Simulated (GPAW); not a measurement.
Input of a GPAW 26.7.0 run:

Contents of run.py:

```python
from ase import Atoms
from ase.dft.bandgap import bandgap
from ase.io import write
from ase.units import Bohr, GPa
from gpaw import GPAW, PW, setup_paths
from gpaw.elf import elf_from_dft_calculation

setup_paths.insert(0, '.')

atoms = Atoms(['Hg', 'Te'],
              cell=[[0.0, 3.2145, 3.2145],
                    [3.2145, 0.0, 3.2145],
                    [3.2145, 3.2145, 0.0]],
              scaled_positions=[[0.0, 0.0, 0.0],
                                [0.75, 0.75, 0.75]],
              pbc=True)

calc = GPAW(mode=PW(600),
            xc='PBEsol',
            kpts={'size': (7, 7, 7), 'gamma': True},
            occupations={'name': 'fermi-dirac', 'width': 0.05},
            nbands=18,
            convergence={'density': 1e-05, 'energy': 1e-05},
            maxiter=150,
            txt='gpaw.txt')
atoms.calc = calc
energy = atoms.get_potential_energy()
forces = atoms.get_forces()
stress = atoms.get_stress()
calc.write('gs.gpw')
write('result.traj', atoms)
print(f'Energy: {energy:.6f} eV')
print('Forces (eV/A):')
print(forces.round(4))
print('Stress (GPa):', (stress / GPa).round(3))
print('Fermi level:', round(calc.get_fermi_level(), 4), 'eV')
print(f'Gap: {bandgap(calc)[0]:.4f} eV, direct: {bandgap(calc, direct=True)[0]:.4f} eV')

# fields on the real-space grid
write('density.cube', atoms, data=calc.get_pseudo_density() * Bohr**3)
write('potential.cube', atoms, data=calc.get_electrostatic_potential())
write('elf.cube', atoms, data=elf_from_dft_calculation(calc).data)
```

Potentials or basis: PAW data sets generated in the run's folder for this functional, pw.

Launch:

```sh
$ gpaw-setup -f PBEsol Hg Te
$ OMP_NUM_THREADS=1 python run.py
```

Estimate the pressure.

1.7 GPa.

Estimate the band gap on the k mesh.

none (metal or under the smearing width).

Spin-orbit coupling is left out, which matters for the levels of Hg, Te.
